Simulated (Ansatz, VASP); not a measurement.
**One calculation of Mg, two programs**

The input INCAR:

```
SYSTEM = Mg
PREC = Accurate
ENCUT = 520
EDIFF = 1E-6
ISMEAR = -1
SIGMA = 0.1
LREAL = .FALSE.
LASPH = .TRUE.
NELM = 100
ALGO = Normal
ISIF = 2
LWAVE = .FALSE.
LCHARG = .FALSE.
GGA = RP
NBANDS = 10
```

Contents of KPOINTS:

```
Automatic mesh
0
G
  8 8 11
  0 0 0
```

File POSCAR:

```
Mg
1.0
    5.1604118242      0.0000000000      0.0000000000
   -2.5802059121      4.4690477337      0.0000000000
    0.0000000000      0.0000000000      3.1302746156
Mg
3
Direct
    0.0000000000      1.0000000000      0.0000000000
    0.3333333333      0.6666666667      0.5000000000
    0.6666666667      0.3333333333      0.5000000000
```

Input for Ansatz:

```yaml
crystal:
  lattice:
    - [5.1604118242, 0.0, 0.0]
    - [-2.5802059121, 4.4690477337, 0.0]
    - [0.0, 0.0, 3.1302746156]
  atoms:
    - { symbol: Mg, position: [0.0, 1.0, 0.0] }
    - { symbol: Mg, position: [0.3333333333, 0.6666666667, 0.5] }
    - { symbol: Mg, position: [0.6666666667, 0.3333333333, 0.5] }
hamiltonian:
  xc: rpbe
  pseudopotentials:
    kind: paw
    azcp:
      Mg: "pseudopotentials/Mg.paw.azcp"
basis:
  ecutwfc: 420
  fft_grid_basis: typed
kpoints:
  mp_grid: { grid: [8, 8, 11], shift: [0, 0, 0] }
magnetization:
  spin_polarized: false
scf:
  occupations: { method: fermi_dirac, width: 0.1 }
  lower_state_search: "off"
output:
  stress: true
```

Alike in both runs: task single point; functional RPBE; k mesh 8 × 8 × 11; occupations fermi-dirac, width 0.1 eV; no spin polarisation.

|  | VASP | Ansatz |
| --- | --- | --- |
| version | VASP 6.6.1 | Ansatz 0.2.0 |
| potentials or method | VASP PAW PBE potentials, release 64 (Mg) | plane waves (420 eV) with PAW, scalar-relativistic |
| plane-wave cutoff (eV) | 520 | 420 |
| valence electrons in the cell | 6 | 30 |

Ansatz gave:

| Quantity | Value |
| --- | --- |
| pressure (GPa) | 0.0 |
| largest component of the traceless stress (GPa) | 0.20 |

**Question.** Which values does VASP return?

**Answer.** Pressure (GPa): -0.2; largest component of the traceless stress (GPa): 0.20.

The two sets of potentials don't hold the same shells in valence.

Caveats: the PAW data sets were made with another functional, which shifts forces and pressure a little (VASP).
